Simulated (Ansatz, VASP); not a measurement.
## Ir in VASP and in Ansatz

Contents of INCAR:

```
SYSTEM = Ir
  ALGO = Fast
  EDIFF = 1E-6
  ENCUT = 520
  GGA = PS
  ISIF = 2
  ISMEAR = 0
  LASPH = .TRUE.
  LCHARG = .FALSE.
  LREAL = .FALSE.
  LWAVE = .FALSE.
  NBANDS = 20
  NELM = 80
  PREC = Accurate
  SIGMA = 0.1
```

The input KPOINTS:

```
k-points
0
G
  6 6 6
  0 0 0
```

POSCAR

```
Ir
1.0
    4.2379744430      0.0000000000      0.0000000000
   -2.1189872215      3.6701935282      0.0000000000
    0.0000000000      0.0000000000      2.6371537197
Ir
3
Direct
    0.6666666667      0.3333333333      0.5000000000
    0.3333333333      0.6666666667      0.5000000000
    0.0000000000      0.0000000000      0.0000000000
```

Input for Ansatz:

```yaml
crystal:
  lattice:
    - [4.237974443, 0.0, 0.0]
    - [-2.1189872215, 3.6701935282, 0.0]
    - [0.0, 0.0, 2.6371537197]
  atoms:
    - { symbol: Ir, position: [0.6666666667, 0.3333333333, 0.5] }
    - { symbol: Ir, position: [0.3333333333, 0.6666666667, 0.5] }
    - { symbol: Ir, position: [0.0, 0.0, 0.0] }
basis:
  ecutwfc: 420
kpoints:
  mp_grid: { grid: [6, 6, 6] }
hamiltonian:
  xc: pbesol
scf:
  occupations: { method: gaussian, width: 0.1 }
output:
  forces: true
  stress: true
  eigenvalues: true
```

Alike in both runs: task single point; functional PBEsol; k mesh 6 × 6 × 6; occupations gaussian, width 0.1 eV; no spin polarisation.

|  | VASP | Ansatz |
| --- | --- | --- |
| version | VASP 6.6.1 | Ansatz 0.2.0 |
| potentials or method | VASP PAW PBE potentials, release 64 (Ir) | scalar-relativistic, plane waves, PAW |
| plane-wave cutoff (eV) | 520 | 420 |
| valence electrons in the cell | 27 | 51 |

```tsv
	VASP	Ansatz	Ansatz less VASP
gap on the k mesh at the Fermi level (eV)	none	none	-
pressure (GPa)	25.5	24.2	-1.25
largest component of the traceless stress (GPa)	0.90	0.76	-0.139
```

A gap of «none» marks a metal or a gap that the smearing closes. The two sets of potentials don't hold the same shells in valence.

Caveats: the k mesh is coarse (spacing up to 0.40 Å⁻¹), so the values aren't converged; so large a pressure means that the cell lies far from this level's equilibrium, or that cutoff or potentials fall short (VASP); the potentials were made for another functional, which shifts forces and pressure (VASP). Spin-orbit coupling is left out, which matters for the levels of Ir.
